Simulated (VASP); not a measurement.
# BN (R3m) in VASP: a series of runs, part 3 of 3

VASP 6.6.1. Earlier steps stand in the parts before.

**5. G0W0 quasiparticle levels, PBE**

Input file POSCAR:

```
BN
1.0
    1.2511217832      0.7223354983      3.3729344033
   -1.2511217832      0.7223354983      3.3729344033
    0.0000000000     -1.4446709966      3.3729344033
N B
1 1
Direct
    0.6672382000      0.6672382000      0.6672382000
    0.0003288000      0.0003288000      0.0003288000
```

Input file INCAR.step1:

```
PREC = Accurate
ENCUT = 500
EDIFF = 1E-8
ISMEAR = 0
SIGMA = 0.01
LREAL = False
LASPH = True
NELM = 80
ALGO = Normal
LWAVE = True
LCHARG = False
GGA = PE
```

Input file INCAR.step2:

```
PREC = Accurate
ENCUT = 500
EDIFF = 1E-8
ISMEAR = 0
SIGMA = 0.01
LREAL = False
LASPH = True
NELM = 1
ALGO = Exact
LWAVE = True
LCHARG = False
GGA = PE
NBANDS = 35
LOPTICS = True
ISTART = 1
```

Input file INCAR.step3:

```
PREC = Accurate
ENCUT = 500
EDIFF = 1E-8
ISMEAR = 0
SIGMA = 0.01
LREAL = False
LASPH = True
ALGO = EVGW0
LWAVE = True
LCHARG = False
GGA = PE
NELMGW = 1
NBANDS = 35
ENCUTGW = 120
NOMEGA = 48
PRECFOCK = Fast
ISTART = 1
NBANDSGW = 12
```

Input file INCAR.step4:

```
PREC = Accurate
ENCUT = 500
EDIFF = 1E-8
ISMEAR = 0
SIGMA = 0.01
LREAL = False
LASPH = True
ALGO = BSE
LWAVE = False
LCHARG = False
GGA = PE
NBANDS = 35
ENCUTGW = 120
NBANDSO = 4
NBANDSV = 4
ANTIRES = 0
OMEGAMAX = 20
PRECFOCK = Fast
ISTART = 1
NBSEEIG = 10
```

Input file KPOINTS:

```
regular mesh
0
Gamma
  6 6 6
```

Potentials or basis: VASP PAW PBE potentials, release 64 (N_GW, B_GW).

Launch:

```bash
$ cat potpaw_PBE.64/N_GW/POTCAR potpaw_PBE.64/B_GW/POTCAR > POTCAR
$ cp INCAR.step1 INCAR
$ mpirun -np 1 vasp_std > vasp.out
$ cp INCAR.step2 INCAR
$ mpirun -np 1 vasp_std > vasp.out
$ cp INCAR.step3 INCAR
$ mpirun -np 1 vasp_std > vasp.out
$ cp INCAR.step4 INCAR
$ mpirun -np 1 vasp_std > vasp.out
```

OUTCAR:

```text
PREC = Accurate
   ENCUT = 500
   EDIFF = 1E-8
   ISMEAR = 0
   LREAL = False
   LASPH = True
   GGA = PE
   ENCUTGW = 120
   PRECFOCK = Fast
   ISTART = 1

 ion  position               nearest neighbor table
   1  0.667  0.667  0.667-   2 1.44   2 1.44   2 1.44
   2  0.000  0.000  0.000-   1 1.44   1 1.44   1 1.44

  LATTYP: Found a trigonal (rhomboedric) cell.
 ALAT       =     3.6692997666
 COS(alpha) =     0.7674786797

  Lattice vectors:

 A1 = (   1.2511217832,   0.7223354983,   3.3729344033)
 A2 = (  -1.2511217832,   0.7223354983,   3.3729344033)
 A3 = (   0.0000000000,  -1.4446709966,   3.3729344033)

Analysis of symmetry for initial positions (statically):
=====================================================================
 Subroutine PRICEL returns:
 Original cell was already a primitive cell.

 Routine SETGRP: Setting up the symmetry group for a
 trigonal (rhombohedral) supercell.

 Subroutine GETGRP returns: Found  6 space group operations
 (whereof  6 operations were pure point group operations)
 out of a pool of 12 trial point group operations.

The static configuration has the point symmetry C_3v.

Analysis of symmetry for dynamics (positions and initial velocities):
=====================================================================
 Subroutine PRICEL returns:
 Original cell was already a primitive cell.

 Routine SETGRP: Setting up the symmetry group for a
 trigonal (rhombohedral) supercell.

 Subroutine GETGRP returns: Found  6 space group operations
 (whereof  6 operations were pure point group operations)
 out of a pool of 12 trial point group operations.

The dynamic configuration has the point symmetry C_3v.

 Subroutine INISYM returns: Found  6 space group operations
 (whereof  6 operations are pure point group operations),
 and found     1 'primitive' translations

----------------------------------------------------------------------------------------

                                     Primitive cell

[... 46 lines left out ...]
            Coordinates               Weight
  0.000000  0.000000  0.000000      1.000000
  0.166667 -0.000000  0.000000      6.000000
  0.333333 -0.000000  0.000000      6.000000
  0.500000 -0.000000 -0.000000      3.000000
  0.166667  0.166667  0.000000      6.000000
  0.333333  0.166667  0.000000     12.000000
[... 16 lines left out ...]
  0.500000  0.500000  0.166667      6.000000
 -0.333333  0.500000  0.166667     12.000000
 [... further k-points ...]
   k-points           NKPTS =     32   k-points in BZ     NKDIM =    216   number of bands    NBANDS=     35
   number of dos      NEDOS =    301   number of ions     NIONS =      2
   total plane-waves  NPLWV =  21952
   dimension x,y,z NGX =    28 NGY =   28 NGZ =   28
   dimension x,y,z NGXF=    56 NGYF=   56 NGZF=   56
   ions per type =               1   1
   NGX,Y,Z   is equivalent  to a cutoff of  12.69, 12.69, 12.69 a.u.
   NGXF,Y,Z  is equivalent  to a cutoff of  25.37, 25.37, 25.37 a.u.
 SYSTEM =  unknown system
   PREC   = accura    normal or accurate (medium, high low for compatibility)
   ISTART =      1    job   : 0-new  1-cont  2-samecut
   ICHARG =      0    charge: 1-file 2-atom 10-const
   ISPIN  =      1    spin polarized calculation?
   LNONCOLLINEAR =      F non collinear calculations
   LSORBIT =      F    spin-orbit coupling
   LASPH  =      T    aspherical Exc in radial PAW
   ENCUT  =  500.0 eV  36.75 Ry    6.06 a.u.   6.69  6.69  6.69*2*pi/ulx,y,z
   NELM   =     60;   NELMIN=  2; NELMDL=  0     # of ELM steps
   EDIFF  = 0.1E-07   stopping-criterion for ELM
   LREAL  =      F    real-space projection
   EDIFFG = 0.1E-06   stopping-criterion for IOM
   NSW    =      0    number of steps for IOM
   IBRION =     -1    ionic relax: 0-MD 1-quasi-New 2-CG
   NFREE  =      0    steps in history (QN), initial steepest desc. (CG)
   ISIF   =      0    stress and relaxation
   ISYM   =      3    0-nonsym 1-usesym 2-fastsym
   POTIM  = 0.5000    time-step for ionic-motion
   TEBEG  =    0.0;   TEEND  =   0.0 temperature during run
   PSTRESS=    0.0 pullay stress
   NELECT =       8.0000    total number of electrons
   NUPDOWN=      -1.0000    fix difference up-down
   EMIN   =  10.00;   EMAX   =-10.00  energy-range for DOS
   EFERMI =   0.00;   METHOD = LEGACY
   ISMEAR =     0;   SIGMA  =   0.01  broadening in eV -4-tet -1-fermi 0-gaus
   EFERMI_NEDOS =   21; number of points for ismear=-14 and -15
   IALGO  =     38    algorithm
   IMIX   =      4    mixing-type and parameters
     AMIX     =   0.40;   BMIX     =  1.00
     AMIX_MAG =   1.60;   BMIX_MAG =  1.00
  volume/ion in A,a.u.               =       9.14        61.71
  Fermi-wavevector in a.u.,A,eV,Ry     =   1.242717  2.348395 21.012099  1.544346
  Thomas-Fermi vector in A             =   2.377059
   LORBIT       =      0    0 simple, 1 ext, 2 COOP (PROOUT), +10 PAW based schemes
   GGA     = PE    functional components
   LHFCALC =     T    Hartree Fock is set to
   PRECFOCK=fast      Normal, Fast or Accurate (Low or Medium for compatibility)
   ENCUT4O =  -1.0   cutoff for four orbital integrals eV
   NKREDX  =     1    reduce k-point grid by
   NKREDY  =     1    reduce k-point grid by
   NKREDZ  =     1    reduce k-point grid by
   AEXX    =    1.0000 exact exchange contribution
   HFSCREEN=    0.0000 screening length (either q_TF or 0.3 A-1)
   HFSCREENC=   0.0000 screening length for correlation (either q_TF or 0.3 A-1)
   ENCUTFOCK=  -1.0 apply spherical cutoff to Coloumb kernel
   IVDW    =     0    specifies the selected vdW correction
   LEPSILON=     F    determine dielectric tensor
   LRPA    =     F    only Hartree local field effects (RPA)
   LRPAFORCE           =     F    calculate RPA forces
   ENCUTGW             = 120.0    cutoff for response function in eV
   ENCUTGWSOFT         =  96.0    soft cutoff for Coulomb kernel in GW response function in eV
   ENCUTLF             =  -1.0    cutoff for local field effects
   NELMGW              =     1    number of iterations in solving QP/BSE equation
   NELMHF              =     1    number of iterations in the inner HF iteration
   NKREDLFX            =     1    NKREDLFY  =   1   NKREDLFZ  =   1
 non-spin polarized calculation
 Gauss-broadening in eV      SIGMA  =   0.01
  energy-cutoff  :      500.00
  volume of cell :       18.29
 maximum number of plane-waves:       477
  NGX = 16; NGY = 16; NGZ = 16
   NGX = 13   NGY = 13   NGZ = 13
 maximum number of plane-waves:        60
 NGX is ok and might be reduce to    14

 BSE (scaLAPACK) attempting allocation of   0.044 Gbyte  rank=   1650

=======================================================================
```

OUTCAR.step2:

```text
PREC = Accurate
   ENCUT = 500
   EDIFF = 1E-8
   ISMEAR = 0
   LREAL = False
[... 1014 lines left out ...]
     0.00000     4.79636     4.79636     2.91708     0.00000    -0.00000    -0.00000
     1.17417     4.90632     4.90632     2.94056     0.00000    -0.00000    -0.00000
     2.34833     5.31139     5.31139     3.01935     0.00000    -0.00000    -0.00000
     3.52250     6.44565     6.44565     3.19198     0.00000    -0.00000    -0.00000
     4.69666     6.32074     6.32074     3.40116     0.00000    -0.00000    -0.00000
     5.87083     7.37597     7.37597     3.77146    -0.00000    -0.00000    -0.00000
[... 92 lines left out ...]
   115.06821     0.95500     0.95500     0.95419    -0.00000     0.00000    -0.00000
   116.24238     0.95598     0.95598     0.95523    -0.00000     0.00000    -0.00000
```

Run time: 5.2 min. Hardware: 1 thread of Intel Xeon Platinum 8259CL at 2.50GHz (Skylake/Cascade Lake), shared host; peak memory 0.35 GiB.

What came out:

```yaml
Band_gap_on_the_k_mesh_mean-field_level: 4.29 eV, indirect (least direct gap 4.71 eV)
Quasiparticle_gap: 5.76 eV
Least_direct_quasiparticle_gap: 6.32 eV
```

Dielectric function (mean over the directions given):
| energy (eV) | real part | imaginary part |
| --- | --- | --- |
| 0.32 | 3.77 | 0.00 |
| 1.28 | 3.86 | 0.02 |
| 2.32 | 4.13 | 0.04 |
| 3.36 | 4.76 | 0.09 |
| 4.40 | 6.84 | 0.45 |
| 5.45 | 0.47 | 2.24 |
| 6.49 | -1.58 | 2.78 |
| 7.53 | 0.20 | 1.61 |
| 8.57 | 1.32 | 0.36 |
| 9.61 | 3.49 | 0.71 |
| 10.57 | 0.48 | 1.19 |
| 11.61 | 2.94 | 1.30 |
| 12.65 | 2.38 | 1.22 |
| 13.69 | 6.50 | 3.01 |
| 14.73 | -3.21 | 3.33 |
| 15.78 | -1.25 | 1.90 |
| 16.82 | -1.25 | 1.49 |
| 17.86 | -1.37 | 2.83 |
| 18.90 | -0.87 | 0.57 |
| 19.94 | -0.52 | 0.06 |

Lowest excitation energies (eV) and strengths:
| energy | strength |
| --- | --- |
| 5.126 | 32.1 |
| 5.126 | 32.1 |
| 5.644 | 1.17 |
| 5.646 | 0 |
| 5.647 | 0.4 |
| 5.647 | 0.4 |
| 5.970 | 0.0037 |
| 5.970 | 0.0037 |
| 5.973 | 0.002 |
| 5.973 | 0 |

Caveat: the k mesh is coarse (spacing up to 0.49 Å⁻¹), so the values aren't converged; the cutoff is under 1.25 times the usual one of these potentials, so pressure, stress and relaxed cells hold a basis-set (Pulay) error; bands, screening cutoff and mesh are small and nothing is extrapolated, so the quasiparticle values aren't converged; spectra need much finer meshes, so this one isn't converged.

**6. Band structure, r2SCAN50**

POSCAR is that of step 5.

Input file INCAR.step1:

```
SYSTEM = BN
PREC = Accurate
ENCUT = 520
EDIFF = 1E-5
ISMEAR = -1
SIGMA = 0.05
LREAL = .FALSE.
LASPH = .TRUE.
NELM = 80
ALGO = Normal
ISIF = 2
LWAVE = .TRUE.
LCHARG = .FALSE.
NBANDS = 11
GGA = PE
```

Input file INCAR.step2:

```
SYSTEM = BN
PREC = Accurate
ENCUT = 520
EDIFF = 1E-6
ISMEAR = -1
SIGMA = 0.05
LREAL = .FALSE.
LASPH = .TRUE.
NELM = 80
ALGO = Normal
ISIF = 2
LWAVE = .FALSE.
LCHARG = .FALSE.
METAGGA = R2SCAN
LHFCALC = .TRUE.
AEXX = 0.5
LMIXTAU = .TRUE.
PRECFOCK = Fast
NBANDS = 11
ISTART = 1
```

Input file KPOINTS:

```
regular mesh
0
G
  6 6 6
  0 0 0
```

Input file KPOINTS_OPT:

```
path GLB1,BZGX,QFP1Z,LP
10
line-mode
reciprocal
 0.0000000000  0.0000000000  0.0000000000  G
 0.5000000000  0.0000000000  0.0000000000  L

 0.5000000000  0.0000000000  0.0000000000  L
 0.5000000000  0.1972419765 -0.1972419765  B1

 0.8027580235  0.5000000000  0.1972419765  B
 0.5000000000  0.5000000000  0.5000000000  Z

 0.5000000000  0.5000000000  0.5000000000  Z
 0.0000000000  0.0000000000  0.0000000000  G

 0.0000000000  0.0000000000  0.0000000000  G
 0.3486209883  0.0000000000 -0.3486209883  X

 0.6513790117  0.3486209883  0.0000000000  Q
 0.5000000000  0.5000000000  0.0000000000  F

 0.5000000000  0.5000000000  0.0000000000  F
 0.6513790117  0.6513790117  0.1972419765  P1

 0.6513790117  0.6513790117  0.1972419765  P1
 0.5000000000  0.5000000000  0.5000000000  Z

 0.5000000000  0.0000000000  0.0000000000  L
 0.8027580235  0.3486209883  0.3486209883  P
```

Potentials or basis: VASP PAW PBE potentials, release 64 (N, B).

Launch:

```bash
$ cat potpaw_PBE.64/N/POTCAR potpaw_PBE.64/B/POTCAR > POTCAR
$ cp INCAR.step1 INCAR
$ mpirun -np 1 vasp_std > vasp.out
$ cp INCAR.step2 INCAR
$ mpirun -np 1 vasp_std > vasp.out
```

OUTCAR:

```text
SYSTEM = BN
   PREC = Accurate
   ENCUT = 520
   EDIFF = 1E-6
   ISMEAR = -1
   LREAL = .FALSE.
   LASPH = .TRUE.
   NELM = 80
   ISIF = 2
   METAGGA = R2SCAN
   LHFCALC = .TRUE.
   AEXX = 0.5
   PRECFOCK = Fast
   ISTART = 1

 ion  position               nearest neighbor table
   1  0.667  0.667  0.667-   2 1.44   2 1.44   2 1.44
   2  0.000  0.000  0.000-   1 1.44   1 1.44   1 1.44

  LATTYP: Found a trigonal (rhomboedric) cell.
 ALAT       =     3.6692997666
 COS(alpha) =     0.7674786797

[... 532 lines left out ...]

------------------------ aborting loop because EDIFF is reached ----------------------------------------

  FORCE on cell =-STRESS in cart. coord.  units (eV):
  Direction    XX          YY          ZZ          XY          YZ          ZX
  --------------------------------------------------------------------------------------
  -------------------------------------------------------------------------------------
  Total       -1.0995884     -1.0995884      0.0097596      0.0000000      0.0000000      0.0000000
  in kB      -96.3258889    -96.3258889      0.8549613      0.0000000      0.0000000      0.0000000
  external PRESSURE =     -63.9322722 kB  Pullay stress =       0.0000000 kB

 VOLUME and BASIS-vectors are now :
 -----------------------------------------------------------------------------
  energy-cutoff  :      520.00
  volume of cell :       18.29
      direct lattice vectors                 reciprocal lattice vectors
     1.251121783  0.722335498  3.372934403     0.399641351  0.230733042  0.098825916
    -1.251121783  0.722335498  3.372934403    -0.399641351  0.230733042  0.098825916
     0.000000000 -1.444670997  3.372934403     0.000000000 -0.461466083  0.098825916

 POSITION                                       TOTAL-FORCE (eV/Angst)
 -----------------------------------------------------------------------------------
      0.00000      0.00000      6.75165         0.000000      0.000000     -0.011238
      0.00000      0.00000      0.00333         0.000000      0.000000      0.011238
 -----------------------------------------------------------------------------------
    total drift:                               -0.000000     -0.000001     -0.000126

  FREE ENERGIE OF THE ION-ELECTRON SYSTEM (eV)
  ---------------------------------------------------
  free  energy   TOTEN  =       -25.9426953610 eV

  energy  without entropy=      -25.9426953610  energy(sigma->0) =      -25.94269536
```

OSZICAR.step1:

```text
N       E                     dE             d eps       ncg     rms          rms(c)
DAV:   1     0.152069142716E+02    0.15207E+02   -0.47376E+03   704   0.697E+02
DAV:   2    -0.185781025572E+02   -0.33785E+02   -0.32213E+02   847   0.162E+02
DAV:   3    -0.193752397305E+02   -0.79714E+00   -0.79589E+00   869   0.234E+01
DAV:   4    -0.193773760979E+02   -0.21364E-02   -0.21363E-02   785   0.134E+00
DAV:   5    -0.193773847438E+02   -0.86459E-05   -0.86459E-05   866   0.777E-02    0.798E+00
DAV:   6    -0.177726994925E+02    0.16047E+01   -0.52406E+00   800   0.128E+01    0.365E+00
DAV:   7    -0.176184885717E+02    0.15421E+00   -0.24373E-01   818   0.369E+00    0.223E+00
DAV:   8    -0.175797766758E+02    0.38712E-01   -0.11693E-01   847   0.210E+00    0.258E-01
DAV:   9    -0.175801392671E+02   -0.36259E-03   -0.27178E-03   761   0.424E-01    0.140E-01
DAV:  10    -0.175805506787E+02   -0.41141E-03   -0.53074E-04   776   0.166E-01    0.246E-02
DAV:  11    -0.175805778345E+02   -0.27156E-04   -0.54250E-05   833   0.501E-02    0.213E-02
DAV:  12    -0.175805772665E+02    0.56800E-06   -0.10015E-05   732   0.211E-02
   1 F= -.17580577E+02 E0= -.17580577E+02  d E =-.842781E-10
```

It took 19 min on 1 thread of Intel Xeon Platinum 8259CL at 2.50GHz (Skylake/Cascade Lake), shared host; peak memory 0.17 GiB.

What came out:

| Quantity | Value |
| --- | --- |
| Free energy | -25.9427 eV |
| Pressure | -6.4 GPa |
| Largest force | 0.011 eV/Å |

Forces in eV/Å, atoms in the order of the input:
```
N    0.000  0.000 -0.011
B    0.000  0.000  0.011
```

Stress tensor (GPa, compression positive):
```
-9.63  0.00  0.00
 0.00 -9.63  0.00
 0.00  0.00  0.09
```

Levels at the corners of the path, in eV from the valence-band top:
```
point  band 5  band 6  band 7  band 8  band 9
    Γ    8.39   16.35   16.35   18.94   19.65
    L    9.23   14.23   17.06   19.12   24.67
    L    9.23   14.23   17.06   19.12   24.67
   B1    8.74   16.29   18.60   20.81   24.01
    B    8.74   16.29   18.60   20.81   24.01
    Z   14.49   16.26   16.26   17.04   21.94
    Z   14.49   16.26   16.26   17.04   21.94
    Γ    8.39   16.35   16.35   18.94   19.65
    Γ    8.39   16.35   16.35   18.94   19.65
    X    8.58   16.24   18.19   21.21   23.97
    Q    8.58   16.24   18.19   21.21   23.97
    F    7.91   14.20   18.59   22.17   25.72
    F    7.91   14.20   18.59   22.17   25.72
   P1    8.76   14.25   18.52   21.26   26.17
   P1    8.76   14.25   18.52   21.26   26.17
    Z   14.49   16.26   16.26   17.04   21.94
    L    9.23   14.23   17.06   19.12   24.67
    P    8.76   14.25   18.52   21.26   26.17
```

Caveat: the k mesh is coarse (spacing up to 0.49 Å⁻¹), so the values aren't converged, least of all with exact exchange; an unscreened hybrid on a path of extra k points without a Coulomb cutoff has errors near the mesh points, so the bands along the path aren't reliable; the PAW data sets were made with another functional, which shifts forces and pressure a little.

**7. The runs side by side**

```csv
task,level,potentials or basis,cutoff (eV),smearing,grid for exact exchange (PRECFOCK),exchange at q = 0,ladder,GW scheme,GW iterations,gap on the mesh (eV),pressure (GPa),largest force (eV/Å)
band structure,PBEsol0,"VASP PAW PBE potentials, release 64 (N, B)",520,fermi-dirac 0.05 eV,Fast,default,-,-,-,6.22,-3.2,0.01
evGW0 quasiparticle levels,PBE,"VASP PAW PBE potentials, release 64 (N_GW, B_GW)",500,gaussian 0.01 eV,-,-,gaps,evGW0,4,-,-,-
band structure,TPSSh,"VASP PAW PBE potentials, release 64 (N, B)",520,fermi-dirac 0.05 eV,Fast,truncated,-,-,-,5.21,1.4,0.01
G0W0 quasiparticle levels,PBE,"VASP PAW PBE potentials, release 64 (N_GW, B_GW)",500,gaussian 0.01 eV,-,-,-,G0W0,1,-,-,-
band structure,r2SCAN50,"VASP PAW PBE potentials, release 64 (N, B)",520,fermi-dirac 0.05 eV,Fast,default,-,-,-,-,-6.4,0.01
```

Alike in all rows: no spin polarisation; cell as given; k mesh 6 × 6 × 6; the mesh is coarse, so values aren't converged.

Caveats: all runs use coarse meshes; the PAW data sets were made with another functional, which shifts forces and pressure a little (some runs); an unscreened hybrid on a path of extra k points without a Coulomb cutoff has errors near the mesh points, so the bands along the path aren't reliable (some runs); the cutoff is under 1.25 times the usual one of these potentials, so pressure, stress and relaxed cells hold a basis-set (Pulay) error (some runs); bands, screening cutoff and mesh are small and nothing is extrapolated, so the quasiparticle values aren't converged (some runs); spectra need much finer meshes, so this one isn't converged (some runs).

Total energies depend on the potentials used, so only differences within one code and one set of settings carry meaning.
